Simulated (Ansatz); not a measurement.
# C: convergence and cost

This session on C sets out to sweep the plane-wave cutoff.

Computed with Ansatz 0.2.0 (DFT PBE, scalar-relativistic, plane waves, PAW, unless a step's input says otherwise).

1 further run of the same task is left out (set aside as unsound or not needed).

### Step 1. Starting point

The structure is orthorhombic, space group Cmme (No. 67). The conventional cell has a = 2.456 Å, b = 4.254 Å, c = 7.173 Å, α = 90.00°, β = 90.00°, γ = 90.00°. C (site symmetry m) has 3 C at 1.42 Å as nearest neighbours.

Coordinates:

```xyz
4
Lattice="1.2280 -2.1271 0.0000 1.2280 2.1271 0.0000 0.0000 0.0000 7.1733" Properties=species:S:1:pos:R:3 pbc="T T T"
C     1.2280    1.7724    5.4025
C     1.2280   -0.3547    1.7708
C     1.2280   -1.7724    1.7708
C     1.2280    0.3547    5.4025
```

Source of the structure: the Materials Project (structure only). It is taken as it stands there.

### Step 2. The base input

input.yaml reads:

```yaml
crystal:
  lattice:
    - [1.22804797, -2.12706182, 0.0]
    - [1.22804797, 2.12706182, 0.0]
    - [0.0, 0.0, 7.17326776]
  atoms:
    - { symbol: C, position: [0.08337946, 0.91662054, 0.7531376] }
    - { symbol: C, position: [0.58337946, 0.41662054, 0.2468624] }
    - { symbol: C, position: [0.91662054, 0.08337946, 0.2468624] }
    - { symbol: C, position: [0.41662054, 0.58337946, 0.7531376] }
basis:
  ecutwfc: 420
kpoints:
  mp_grid: { grid: [18, 18, 6] }
hamiltonian:
  xc: pbe
scf:
  occupations: { method: gaussian, width: 0.1 }
output:
  forces: true
  stress: true
  eigenvalues: true
  populations: true
```

Its results, from an earlier run: -250.9358 eV/atom at zero smearing, pressure 3.75 GPa, largest force 0.026 eV/Å, gap on the mesh 0.02 eV, in 6 SCF cycles and 12 s.

### Step 3. Plane-wave cutoff set to 150 eV

input.yaml reads:

```yaml
crystal:
  lattice:
    - [1.22804797, -2.12706182, 0.0]
    - [1.22804797, 2.12706182, 0.0]
    - [0.0, 0.0, 7.17326776]
  atoms:
    - { symbol: C, position: [0.08337946, 0.91662054, 0.7531376] }
    - { symbol: C, position: [0.58337946, 0.41662054, 0.2468624] }
    - { symbol: C, position: [0.91662054, 0.08337946, 0.2468624] }
    - { symbol: C, position: [0.41662054, 0.58337946, 0.7531376] }
basis:
  ecutwfc: 150
kpoints:
  mp_grid: { grid: [18, 18, 6] }
hamiltonian:
  xc: pbe
scf:
  occupations: { method: gaussian, width: 0.1 }
output:
  forces: true
  stress: true
  eigenvalues: true
```

Launch:

```bash
$ ansatz run input.yaml --threads 1 --pin off --max-ram 2560MiB --backend cpu --events-out ev --progress --plain --runs-dir out
```

### Step 4. Plane-wave cutoff set to 200 eV

Edit input.yaml of step 3 so:

```diff
@@ -11,3 +11,3 @@
 basis:
-  ecutwfc: 150
+  ecutwfc: 200
 kpoints:
```

### Step 5. Plane-wave cutoff set to 250 eV

Edit input.yaml of step 4 so:

```diff
@@ -11,3 +11,3 @@
 basis:
-  ecutwfc: 200
+  ecutwfc: 250
 kpoints:
```

### Step 6. Plane-wave cutoff: 300 eV

Edit input.yaml of step 5 so:

```diff
@@ -11,3 +11,3 @@
 basis:
-  ecutwfc: 250
+  ecutwfc: 300
 kpoints:
```

### Step 7. Plane-wave cutoff: 350 eV

Edit input.yaml of step 6 so:

```diff
@@ -11,3 +11,3 @@
 basis:
-  ecutwfc: 300
+  ecutwfc: 350
 kpoints:
```

### Step 8. Plane-wave cutoff set to 380 eV

Edit input.yaml of step 7 so:

```diff
@@ -11,3 +11,3 @@
 basis:
-  ecutwfc: 350
+  ecutwfc: 380
 kpoints:
```

### Step 9. Plane-wave cutoff set to 460 eV

Edit input.yaml of step 8 so:

```diff
@@ -11,3 +11,3 @@
 basis:
-  ecutwfc: 380
+  ecutwfc: 460
 kpoints:
@@ -22 +22,5 @@
   eigenvalues: true
+  write_density: true
+  write_potential: true
+  elf: true
+  volumetric_format: npy
```

### Step 10. Plane-wave cutoff set to 520 eV

Edit input.yaml of step 9 so:

```diff
@@ -11,3 +11,3 @@
 basis:
-  ecutwfc: 460
+  ecutwfc: 520
 kpoints:
@@ -22,5 +22 @@
   eigenvalues: true
-  write_density: true
-  write_potential: true
-  elf: true
-  volumetric_format: npy
```

### Step 11. Plane-wave cutoff: 600 eV

Edit input.yaml of step 10 so:

```diff
@@ -11,3 +11,3 @@
 basis:
-  ecutwfc: 520
+  ecutwfc: 600
 kpoints:
@@ -22 +22,5 @@
   eigenvalues: true
+  write_density: true
+  write_potential: true
+  elf: true
+  volumetric_format: npy
```

### Step 12. Plane-wave cutoff set to 700 eV

Edit input.yaml of step 11 so:

```diff
@@ -11,3 +11,3 @@
 basis:
-  ecutwfc: 600
+  ecutwfc: 700
 kpoints:
@@ -22,5 +22 @@
   eigenvalues: true
-  write_density: true
-  write_potential: true
-  elf: true
-  volumetric_format: npy
```

### Step 13. Plane-wave cutoff set to 850 eV

Edit input.yaml of step 12 so:

```diff
@@ -11,3 +11,3 @@
 basis:
-  ecutwfc: 700
+  ecutwfc: 850
 kpoints:
@@ -22 +22,5 @@
   eigenvalues: true
+  write_density: true
+  write_potential: true
+  elf: true
+  volumetric_format: npy
```

(Steps that only read results are left out.)

**Question.** What does this series show?

The runs gave:

| quantity | value |
| --- | --- |
| plane-wave cutoff: within 10 and 1 meV/atom of 850 eV from | 420 eV for 10; 520 eV for 1 |

In words: In the sweep of the plane-wave cutoff, 520 eV already comes within 1 meV/atom of the reference, and so do all later runs, at about 0.38 of the reference's time. That is measured against the best run here, which may itself be short of the limit. Much of this error cancels in differences between similar cells. The pressure is off by up to 11.7 GPa. Forces stay within 0.01 eV/Å of the reference from 250 eV on. The settings are coarse, so take the values as rough.
